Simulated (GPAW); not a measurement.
Crystal: InPd.

```xyz
2
Lattice="3.2719 0.0000 0.0000 0.0000 3.2719 0.0000 0.0000 0.0000 3.2719" Properties=species:S:1:pos:R:3 pbc="T T T"
In    0.0000    0.0000    0.0000
Pd    1.6359    1.6359    1.6359
```

The cell comes from a database or a generator and needn't be the stable form of this composition.

* Program: GPAW 26.7.0
* Task: relaxation of cell and atoms
* Functional: PBEsol
* Dispersion: D3(BJ)+ATM
* Potentials or basis: PAW data sets generated in the run's folder for this functional
* Cutoff: 600 eV
* Basis: pw
* k mesh: 8 × 8 × 8
* Occupations: fermi-dirac, width 0.05 eV
* Spin: no spin polarisation

At the start: pressure -7.2 GPa; volume 17.51 Å³/atom.

How do energy, volume and symmetry change on relaxing?

Over 4 steps the energy falls by 21.3 meV/atom and the volume is 16.61 Å³/atom (-5.2 %); space group Pm-3m (No. 221, to 0.05 Å).

The path:
| step | energy change (eV) | largest force (eV/Å) | pressure (GPa) | volume (Å³) |
| --- | --- | --- | --- | --- |
| 1 | 0.0000 | 0.0000 | -7.15 | 35.03 |
| 2 | -0.0222 | 0.0000 | -5.14 | 34.44 |
| 3 | -0.0423 | 0.0000 | 0.60 | 33.08 |
| 4 | -0.0425 | 0.0000 | -0.04 | 33.22 |

Final structure:
```
CELL_PARAMETERS angstrom
3.21454 0.00000 0.00000
0.00000 3.21454 0.00000
0.00000 0.00000 3.21454
ATOMIC_POSITIONS crystal
In 0.00000 0.00000 0.00000
Pd 0.50000 0.50000 0.50000
```

Caveat: later steps reuse the first step's grids; pairwise dispersion overbinds metals, which lowers pressure and volume.
